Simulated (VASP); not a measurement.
A run of VASP 6.6.1:

Contents of INCAR:

```
PREC     = Accurate       # precision mode
ENCUT    = 520            # plane-wave cutoff, eV
EDIFF    = 1E-6           # SCF threshold, eV
ISMEAR   = -1             # smearing method
SIGMA    = 0.05           # smearing width, eV
LREAL    = Auto         
LASPH    = True           # aspherical terms in the spheres
NELM     = 80             # most SCF steps
ALGO     = Fast           # electronic algorithm
ISIF     = 2              # what is computed and relaxed
LWAVE    = False          # write WAVECAR
LCHARG   = False          # write CHGCAR
NBANDS   = 119            # bands
```

File KPOINTS:

```
Automatic mesh
0
Gamma
  2 2 1
```

The input POSCAR:

```
Ca8HF17
1.0
    7.5639210000      0.0000000000      0.0000000000
    0.0000000000      5.3485000000      0.0000000000
    0.0000000000      0.0000000000     16.6729410000
Ca F H
8 17 1
Direct
    0.0000000000      0.0000000000      0.0599774200
    0.7492078495      0.4995254528      0.1673186616
    0.2499652428      0.4997722340      0.1654554600
    0.5000000200      0.0000000000      0.0599774200
    0.4988664277      0.0110376207      0.2849025533
    0.2461825128      0.4961069625      0.3833321180
    0.7769052643      0.4798003054      0.3904398644
    0.0020483964     -0.0084626002      0.2855539779
    0.2500000100      0.2500000000      0.0599774200
    0.0007083904      0.2462482848      0.1684790769
   -0.0041941146      0.7507451123      0.1712789897
    0.2500000100      0.7500000000      0.0599774200
    0.5028940746      0.7574841766      0.1693446695
    0.7500000200      0.7500000000      0.0599774200
    0.7500000200      0.2500000000      0.0599774200
    0.5004343709      0.2508120859      0.1700388947
    0.7592123369      0.2387005675      0.2799714454
    0.5079565806      0.3142124078      0.3851607993
    0.4283424410      0.8215682483      0.4096678834
    0.7352719818      0.7437205869      0.2891180284
   -0.3358415104      0.7186994213      0.4877945697
    0.2568106294      0.7465267466      0.2774456859
    0.2469411464      0.2432979297      0.2784978310
    0.0129445981      0.2438963230      0.3968325370
    0.0088783995      0.7296385393      0.3899722073
   -0.4507984709      0.7805507302      0.4557464037
```

Potentials or basis: VASP PAW LDA potentials, release 64 (Ca_sv, F, H).

Run with:

```bash
$ cat potpaw_LDA.64/Ca_sv/POTCAR potpaw_LDA.64/F/POTCAR potpaw_LDA.64/H/POTCAR > POTCAR
$ mpirun -np 1 vasp_std > vasp.out
```

Hardware: 1 thread of Intel(R) Xeon(R) 6975P-C (Granite Rapids), on a shared host.

Problem. Estimate the wall time of this run.

Solution. Run time: 8.2 min on 1 thread of Intel(R) Xeon(R) 6975P-C (Granite Rapids), on a shared host, peak memory 0.56 GiB. Counts: scf iterations 28, k points 4.
